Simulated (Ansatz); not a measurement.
# TiO2 (C2/m) in Ansatz: a series of runs

The runs below take TiO2 through relaxation of cell and atoms, single point, with revPBE+D3(BJ), PBE.

All numbers are computed with Ansatz 0.2.0; they aren't measurements. Logs are shortened: lines on timing, memory, paths and dates and some standing lists are left out, and cuts for length are marked.

### 1 The structure

It takes space group C2/m (No. 12, monoclinic). Conventional cell: a = 12.307 Å, b = 3.767 Å, c = 6.616 Å, α = 90.00°, β = 106.95°, γ = 90.00°. Ti (site symmetry m) has 4 O at 1.86 to 1.94 Å as nearest neighbours. Ti (site symmetry m) is surrounded by 5 O at 1.78 to 2.03 Å. Around O (site symmetry m) lie 3 Ti at 1.94 to 2.03 Å. Around O (site symmetry m) lie 3 Ti at 1.96 to 2.16 Å. O (site symmetry m) has 2 Ti at 1.78 to 1.87 Å as nearest neighbours. O (site symmetry m) has 2 Ti at 1.86 to 1.93 Å as nearest neighbours.

The cell comes from a database or a generator and needn't be the stable form of this composition.

### 2 Relaxation of cell and atoms, revPBE+D3(BJ)

File input.yaml:

```yaml
crystal:
  lattice:
    - [6.1535771931, -1.8834685, 0.0]
    - [6.1535771931, 1.8834685, 0.0]
    - [-1.9283261078, 0.0, 6.3289668713]
  atoms:
    - { symbol: Ti, position: [0.900071, 0.900071, 0.289602] }
    - { symbol: Ti, position: [0.195286, 0.195286, 0.283762] }
    - { symbol: Ti, position: [0.099929, 0.099929, 0.710398] }
    - { symbol: Ti, position: [0.804714, 0.804714, 0.716238] }
    - { symbol: O, position: [0.361931, 0.361931, 0.293397] }
    - { symbol: O, position: [0.2634885, 0.2634885, 0.6525] }
    - { symbol: O, position: [0.8671885, 0.8671885, 0.995291] }
    - { symbol: O, position: [0.7365115, 0.7365115, 0.3475] }
    - { symbol: O, position: [0.9416475, 0.9416475, 0.630021] }
    - { symbol: O, position: [0.1328115, 0.1328115, 0.004709] }
    - { symbol: O, position: [0.638069, 0.638069, 0.706603] }
    - { symbol: O, position: [0.0583525, 0.0583525, 0.369979] }
hamiltonian:
  xc: revpbe
  pseudopotentials: { kind: paw }
  dispersion: d3bj
kpoints:
  mp_grid: { grid: [8, 8, 4] }
scf:
  occupations: { method: fermi_dirac, width: 0.05 }
output:
  forces: true
  stress: true
relax:
  f_tol: 0.01
  max_steps: 40
  cell: { stress_tol: 0.05 }
```

Potentials or basis: Ansatz PAW.

Run with:

```console
> ansatz run input.yaml --threads 4 --pin off --max-ram 11264MiB --backend cpu --events-out ev --progress --plain --runs-dir out
```

The program printed:

```text
Warning: RAYON_NUM_THREADS=4 ignored (pool sized by the plan → 4); use --threads N
Engine: ansatz 0.2.0, x86_64-unknown-linux-gnu
Pseudopotentials: kind: paw
Pseudopotential: Ti, paw, valence charge 12, recommended cutoff 420 eV (normal), Ti.paw.azcp
Pseudopotential: O, paw, valence charge 6, recommended cutoff 420 eV (normal), O.paw.azcp
Functional definition: revPBE
  parameter kappa = 1.245
  parameter beta = 0.06672455060314922
  exchange = pbe_x(kappa = kappa, mu = beta*pi^2/3)
  correlation = pbe_c(beta = beta)
Crystal: 12 atoms, lattice volume = 146.706 Å³
Basis set: ecut = 420 eV, 2869 PW (Γ), exchange–correlation on 90×90×90 points (8 copies of the dense FFT grid, shifted against one another)
Bands: 60, of which v1, the nominal top of the filled ones, is band 48 counted from 1 (47 counted from 0)
Symmetry: 4 space group operations
Space group: C2/m (ITA 12), of the structure as read, at distance tolerance 5.3e-5 Å
k-points: 78 of 256
Non-local potential: Ti, projectors of the file, l = 0: 3, l = 1: 2, l = 2: 3, l = 3: 1
Non-local potential: O, projectors of the file, l = 0: 2, l = 1: 2, l = 2: 1
PAW form: soft (Blöchl's): semilocal exchange-correlation on the pseudo side does not see the compensation charge
PAW frozen core: Ti, regenerated for the run's functional, and the local potential with it (the file was generated under x = pbe(κ = 0.804, μ = 0.2195149727645171), c = pbe(β = 0.06672455060314922))
PAW frozen core: O, regenerated for the run's functional, and the local potential with it (the file was generated under x = pbe(κ = 0.804, μ = 0.2195149727645171), c = pbe(β = 0.06672455060314922))
PAW one-centre angular grid: Ti, 590 points (default); XC on 64 Gauss nodes
PAW one-centre angular grid: O, 110 points (default); XC on 64 Gauss nodes
Initial density: superposition of atomic densities (neutral atoms: chi_scale 0, normalization atom), corrected by the library's trained network
Initial wavefunctions: pseudopotential atomic-orbital guess
Functional: x = revpbe(κ = 1.245, μ = 0.2195149727645171), c = pbe(β = 0.06672455060314922)
SCF iter   1: F=—  HF=-14582.421376 eV  |F-HF|=—  |Δ(HF+E_count)|=         —  Δρ=4.37e-3  dr2=2.31e-2  ethr=1.77e-3  ⟨swp⟩=5.0  Hψ=17798  notcnv=0
preconditioner: auto → Resta (q_TF=auto, 2.542 Å⁻¹)  ε∞=7.5  [insulator: Δε(μ)=2.744 eV  Ē_g=9.635 eV  σ=0.050 eV  W_gap=1.00  n_scr=44 (ndim 8)  ℏωp=24.5 eV  f_vac=0.131  D(μ)=0.00/eV (n_scr^D=0)  ε∞_Penn≈7.5]
SCF iter   2: F=—  HF=-14582.421509 eV  |F-HF|=—  |Δ(HF+E_count)|=   1.33e-4  Δρ=2.40e-3  dr2=7.16e-3  ethr=2.41e-5  ⟨swp⟩=2.5  Hψ=8105  notcnv=0  defer=387
SCF iter   3: F=—  HF=-14582.422389 eV  |F-HF|=—  |Δ(HF+E_count)|=   8.80e-4  Δρ=1.54e-3  dr2=4.30e-3  ethr=7.46e-6  ⟨swp⟩=2.0  Hψ=6504  notcnv=0  defer=387
SCF iter   4: F=—  HF=-14582.422366 eV  |F-HF|=—  |Δ(HF+E_count)|=   2.38e-5  Δρ=4.25e-4  dr2=4.50e-4  ethr=4.48e-6  ⟨swp⟩=2.0  Hψ=6053  notcnv=0  defer=387
SCF iter   5: F=—  HF=-14582.422589 eV  |F-HF|=—  |Δ(HF+E_count)|=   2.24e-4  Δρ=4.21e-4  dr2=3.23e-4  ethr=4.68e-7  ⟨swp⟩=2.0  Hψ=6518  notcnv=0  defer=387
SCF iter   6: F=—  HF=-14582.422644 eV  |F-HF|=—  |Δ(HF+E_count)|=   5.47e-5  Δρ=1.22e-4  dr2=3.09e-5  ethr=3.37e-7  ⟨swp⟩=2.0  Hψ=6092  notcnv=0  defer=387
SCF iter   7: F=—  HF=-14582.423109 eV  |F-HF|=—  |Δ(HF+E_count)|=   4.65e-4  Δρ=5.85e-5  dr2=5.59e-6  ethr=3.22e-8  ⟨swp⟩=2.0  Hψ=7581  notcnv=0  defer=390
SCF iter   8: F=—  HF=-14582.423117 eV  |F-HF|=—  |Δ(HF+E_count)|=   7.57e-6  Δρ=3.37e-5  dr2=1.97e-6  ethr=5.82e-9  ⟨swp⟩=2.1  Hψ=6666  notcnv=0  defer=390
SCF iter   9: F=—  HF=-14582.423118 eV  |F-HF|=—  |Δ(HF+E_count)|=   1.21e-6  Δρ=1.05e-5  dr2=2.14e-7  ethr=2.05e-9  ⟨swp⟩=2.0  Hψ=6174  notcnv=0  defer=391
SCF iter  10: F=—  HF=-14582.423118 eV  |F-HF|=—  |Δ(HF+E_count)|=   4.18e-7  Δρ=8.89e-6  dr2=1.15e-7  ethr=1.04e-10  ⟨swp⟩=5.0  Hψ=16676  notcnv=0
SCF iter  11: F=-14582.423118 eV  HF=-14582.423118 eV  |F-HF|=9.54e-9  |Δ(HF+E_count)|=   5.74e-8  Δρ=2.87e-6  dr2=1.76e-8  ethr=1.04e-10  ⟨swp⟩=4.4  Hψ=14929  notcnv=0
SCF 1 converged in 11 iterations: F = -14582.423118 eV  dr2 = 1.76e-8
relax step   1: F+E_penalty+E_count = -14582.42311843 eV  Δ(F+E_penalty+E_count) = +0.000e0 eV  max|allowed force component| = 2.087e-1 eV/Å  Δτ_max = 0.0000 Å  P = -3.788 GPa  Ω = 146.706 Å³  (11 SCF iters, dr2 threshold 1.00e-7 eV, accepted)
Crystal: 12 atoms, lattice volume = 144.641 Å³
Basis set: ecut = 420 eV, 2823 PW (Γ), exchange–correlation on 90×90×90 points (8 copies of the dense FFT grid, shifted against one another)
Initial density: handed on by an earlier stage of this run
Initial wavefunctions: those handed on with the density
iter 1 solved again at ethr=6.56e-6 eV; its pass at ethr=3.10e-3 eV (dr2=6.29e-3 eV) is discarded
SCF iter   1: F=—  HF=-14582.464770 eV  |F-HF|=—  |Δ(HF+E_count)|=         —  Δρ=2.35e-3  dr2=6.87e-3  ethr=6.56e-6  ⟨swp⟩=2.0  Hψ=22905  notcnv=0
preconditioner: auto → Resta (q_TF=auto, 2.548 Å⁻¹)  ε∞=7.4  [insulator: Δε(μ)=2.822 eV  Ē_g=9.756 eV  σ=0.050 eV  W_gap=1.00  n_scr=44 (ndim 8)  ℏωp=24.7 eV  f_vac=0.131  D(μ)=0.00/eV (n_scr^D=0)  ε∞_Penn≈7.4]
SCF iter   2: F=—  HF=-14582.463524 eV  |F-HF|=—  |Δ(HF+E_count)|=   1.25e-3  Δρ=1.12e-3  dr2=2.37e-3  ethr=6.56e-6  ⟨swp⟩=2.0  Hψ=7176  notcnv=0
SCF iter   3: F=—  HF=-14582.463287 eV  |F-HF|=—  |Δ(HF+E_count)|=   2.37e-4  Δρ=5.97e-4  dr2=6.87e-4  ethr=2.47e-6  ⟨swp⟩=2.0  Hψ=5902  notcnv=0
SCF iter   4: F=—  HF=-14582.463688 eV  |F-HF|=—  |Δ(HF+E_count)|=   4.00e-4  Δρ=2.60e-4  dr2=2.15e-4  ethr=7.16e-7  ⟨swp⟩=2.4  Hψ=6409  notcnv=0
SCF iter   5: F=—  HF=-14582.463730 eV  |F-HF|=—  |Δ(HF+E_count)|=   4.19e-5  Δρ=1.84e-4  dr2=6.11e-5  ethr=2.24e-7  ⟨swp⟩=2.0  Hψ=6549  notcnv=0
SCF iter   6: F=—  HF=-14582.463742 eV  |F-HF|=—  |Δ(HF+E_count)|=   1.27e-5  Δρ=5.62e-5  dr2=6.37e-6  ethr=6.36e-8  ⟨swp⟩=2.0  Hψ=6724  notcnv=0
SCF iter   7: F=—  HF=-14582.463754 eV  |F-HF|=—  |Δ(HF+E_count)|=   1.19e-5  Δρ=4.21e-5  dr2=2.46e-6  ethr=6.64e-9  ⟨swp⟩=2.0  Hψ=7176  notcnv=0
[... 96 lines left out ...]
SCF iter   1: F=—  HF=-14582.463311 eV  |F-HF|=—  |Δ(HF+E_count)|=         —  Δρ=1.45e-5  dr2=1.27e-7  ethr=2.64e-8  ⟨swp⟩=4.2  Hψ=33343  notcnv=0
preconditioner: auto → Resta (q_TF=auto, 2.551 Å⁻¹)  ε∞=7.4  [insulator: Δε(μ)=2.830 eV  Ē_g=9.798 eV  σ=0.050 eV  W_gap=1.00  n_scr=44 (ndim 8)  ℏωp=24.8 eV  f_vac=0.131  D(μ)=0.00/eV (n_scr^D=0)  ε∞_Penn≈7.4]
SCF iter   2: F=—  HF=-14582.463714 eV  |F-HF|=—  |Δ(HF+E_count)|=   4.03e-4  Δρ=9.31e-6  dr2=9.84e-8  ethr=1.33e-10  ⟨swp⟩=3.2  Hψ=10600  notcnv=0
SCF iter   3: F=—  HF=-14582.463714 eV  |F-HF|=—  |Δ(HF+E_count)|=   1.63e-9  Δρ=4.72e-6  dr2=1.37e-8  ethr=1.03e-10  ⟨swp⟩=2.0  Hψ=5962  notcnv=0
SCF iter   4: F=—  HF=-14582.463714 eV  |F-HF|=—  |Δ(HF+E_count)|=   1.80e-8  Δρ=1.95e-6  dr2=4.69e-9  ethr=1.42e-11  ⟨swp⟩=2.0  Hψ=6498  notcnv=0
SCF iter   5: F=—  HF=-14582.463714 eV  |F-HF|=—  |Δ(HF+E_count)|=   7.32e-9  Δρ=1.78e-6  dr2=3.58e-9  ethr=4.88e-12  ⟨swp⟩=2.0  Hψ=7705  notcnv=0
SCF iter   6: F=—  HF=-14582.463714 eV  |F-HF|=—  |Δ(HF+E_count)|=  1.82e-11  Δρ=1.05e-6  dr2=7.80e-10  ethr=3.73e-12  ⟨swp⟩=2.0  Hψ=6543  notcnv=0
SCF iter   7: F=—  HF=-14582.463714 eV  |F-HF|=—  |Δ(HF+E_count)|=  8.59e-10  Δρ=4.28e-7  dr2=1.28e-10  ethr=1.00e-12  ⟨swp⟩=2.0  Hψ=6551  notcnv=0
SCF iter   8: F=-14582.463714 eV  HF=-14582.463714 eV  |F-HF|=2.91e-11  |Δ(HF+E_count)|=  4.00e-11  Δρ=2.65e-7  dr2=3.44e-11  ethr=1.00e-12  ⟨swp⟩=4.0  Hψ=14411  notcnv=0
SCF 10 converged in 8 iterations: F = -14582.463714 eV  dr2 = 3.44e-11
relax step  10: F+E_penalty+E_count = -14582.46371430 eV  Δ(F+E_penalty+E_count) = +3.442e-4 eV  max|allowed force component| = 2.637e-3 eV/Å  Δτ_max = 0.0000 Å  P = -0.006 GPa  Ω = 143.759 Å³  stress off target by 1.77e-2 GPa  SCF on the basis re-selected at this cell (its energy is not comparable with the rows above)  (8 SCF iters)
basis re-selected at this cell: Δ(F+E_penalty+E_count) = +3.442e-4 eV, ΔP = -0.003 GPa vs the last step (what re-selecting the basis moved, of the pressure what is left beyond the Pulay correction that the steps carried, after the strain that the cell walked since its last selection, with what the two solves' SCF thresholds leave and, on support functions, any second-order correction that the steps lacked; it is no measure of the basis error at this ecutwfc). This SCF's stress stands 1.77e-2 GPa from its target on what of the cell is left free (relax.cell.stress_tol is 5.00e-2 GPa) and its largest allowed force component is 2.64e-3 eV/Å (relax.f_tol is 1.00e-2 eV/Å): within both
SCF converged after 8 iterations
Free energy (F): -14582.463714 eV
Harris-Foulkes:  -14582.463714 eV  (|F-HF|=2.91e-11)
Internal energy: -14582.463714 eV  (E = F + TS)
E sigma→0 (E₀):  -14582.463714 eV
Fermi energy:    7.984982 eV
--- Per-component energies (eV) ---
  E_band       = -965.344713
  E_kinetic    = 2497.590958
  E_local      = -7874.979311  (includes V_loc(G=0)·N_el)
  E_nonlocal   = 386.457543
  E_hartree    = 3111.559016
  E_xc         = -988.089200
  E_vxc        = -1248.544890  (∫ρ·V_xc dr)
  E_paw        = -5465.214086  (= ΣΔE_a)
  E_vpaw       = -949.006983  (= ΣTr[D̂ρ^β])
  E_aug_tail   = 0.019978  (compensation charges beyond the density's cutoff)
  E_ewald      = -6244.553764
  E_disp       = -4.979881  (pairwise vdW)
  E_core_change = -0.274968  (= ΣΔE_core)
  E_smearing   = -0.000000  (= −TS)
  E_closure    = -0.000000  (closes the sum)
  Σ components = -14582.463714   (vs F -14582.463714, Δ=0.00e0)
--- Forces (eV/Å), atoms counted from 1 ---
  atom   1  Ti     0.00210881     0.00000000     0.00263722
  atom   2  Ti    -0.00190801    -0.00000000     0.00040994
  atom   3  Ti    -0.00210881    -0.00000000    -0.00263722
  atom   4  Ti     0.00190801     0.00000000    -0.00040994
  atom   5  O     -0.00038929    -0.00000000    -0.00108463
  atom   6  O      0.00008132    -0.00000000     0.00025121
  atom   7  O     -0.00113498    -0.00000000     0.00069653
  atom   8  O     -0.00008132     0.00000000    -0.00025121
  atom   9  O      0.00045861     0.00000000    -0.00027490
  atom  10  O      0.00113498     0.00000000    -0.00069653
  atom  11  O      0.00038929     0.00000000     0.00108463
  atom  12  O     -0.00045861    -0.00000000     0.00027490
  max |Σ_I F_I| component: 1.63e-19 eV/Å
--- Stress (GPa, compression-positive) ---
       -0.015810       0.000000       0.005367
        0.000000       0.000759       0.000000
        0.005367       0.000000      -0.002641
  P = ⅓ Tr σ = -0.0059 GPa (-0.059 kbar)
--- Relaxed structure (8 steps of the walk, 7 accepted, 2 SCFs on fresh bases) ---
  F+E_penalty+E_count = -14582.46371430 eV   max|allowed force component| = 2.637e-3 eV/Å   (the final SCF, on the basis selected at the relaxed cell)
  cell:  # Å, volume = 143.7591 Å³
    - [6.100519035450489, -1.8672411715509067, -0.011622332546828285]
    - [6.100519035450489, 1.8672411715509067, -0.011622332546828288]
    - [-1.9236530417005844, -3.369330848039629e-18, 6.31379275414828]
  atoms:
    - { symbol: Ti, position: [0.8994630995082015, 0.8994630995082015, 0.2900415919288776] }
    - { symbol: Ti, position: [0.19349835404113516, 0.19349835404113516, 0.2806322492090786] }
    - { symbol: Ti, position: [0.10053690049179849, 0.10053690049179848, 0.7099584080711225] }
    - { symbol: Ti, position: [0.8065016459588648, 0.8065016459588648, 0.7193677507909213] }
    - { symbol: O, position: [0.3617154674386169, 0.3617154674386169, 0.2931220440297083] }
    - { symbol: O, position: [0.2653381086538065, 0.2653381086538065, 0.6550615442008227] }
    - { symbol: O, position: [0.8691414149225674, 0.8691414149225674, 0.997160004666012] }
    - { symbol: O, position: [0.7346618913461932, 0.7346618913461932, 0.3449384557991774] }
    - { symbol: O, position: [0.9415419050770429, 0.9415419050770429, 0.6292711524746037] }
    - { symbol: O, position: [0.13085858507743262, 0.13085858507743262, 0.0028399953339878284] }
    - { symbol: O, position: [0.6382845325613831, 0.6382845325613831, 0.7068779559702918] }
    - { symbol: O, position: [0.058458094922956894, 0.058458094922956894, 0.3707288475253963] }
```

Wall time 5.2 min (4 threads of Intel Xeon at 2.50GHz (Skylake/Cascade Lake), shared host); peak memory 0.93 GiB.

What came out:

```
Free energy                            : -14582.4637 eV
Relaxed volume                         : 11.98 Å³/atom
Relaxed cell                           : a = 6.380 Å, b = 6.380 Å, c = 6.600 Å, α = 106.29°, β = 106.29°, γ = 34.04°
Space group after relaxing (to 0.05 Å) : C2/m (No. 12)
Energy gained by relaxing              : 3.4 meV/atom
Ionic steps                            : 9
Pressure after relaxing                : 0.0 GPa
Largest force after relaxing           : 0.003 eV/Å
Band gap on the k mesh                 : 2.83 eV
```

Forces on the atoms (eV/Å):
```
Ti   0.002  0.000  0.003
Ti  -0.002  0.000  0.000
Ti  -0.002  0.000 -0.003
Ti   0.002  0.000  0.000
O    0.000  0.000 -0.001
O    0.000  0.000  0.000
O   -0.001  0.000  0.001
O    0.000  0.000  0.000
O    0.000  0.000  0.000
O    0.001  0.000 -0.001
O    0.000  0.000  0.001
O    0.000  0.000  0.000
```

The path:
```csv
step,energy change (eV),largest force (eV/Å),volume (Å³)
1,0.0000,0.2198,146.71
2,-0.0406,0.1148,144.64
3,-0.0485,0.0556,143.78
4,-0.0496,0.0328,143.82
5,-0.0495,0.0220,143.87
6,-0.0497,0.0018,143.85
7,-0.0406,0.0018,143.85
8,-0.0409,0.0034,143.76
9,-0.0406,0.0034,143.76
```

Final structure:
```
CELL_PARAMETERS angstrom
6.10052 -1.86724 -0.01162
6.10052 1.86724 -0.01162
-1.92365 0.00000 6.31379
ATOMIC_POSITIONS crystal
Ti 0.89946 0.89946 0.29004
Ti 0.19350 0.19350 0.28063
Ti 0.10054 0.10054 0.70996
Ti 0.80650 0.80650 0.71937
O 0.36172 0.36172 0.29312
O 0.26534 0.26534 0.65506
O 0.86914 0.86914 0.99716
O 0.73466 0.73466 0.34494
O 0.94154 0.94154 0.62927
O 0.13086 0.13086 0.00284
O 0.63828 0.63828 0.70688
O 0.05846 0.05846 0.37073
```

Caveat: the plane-wave basis is chosen anew once the cell has moved, so the energies of steps on either side of that aren't comparable; the pressure holds a Pulay correction of +0.6 GPa for the finite cutoff; the PAW data sets come from PBE, with cores solved anew for the run's functional, which leaves a small shift of forces and pressure.

(Part 1 of 2 ends here.)
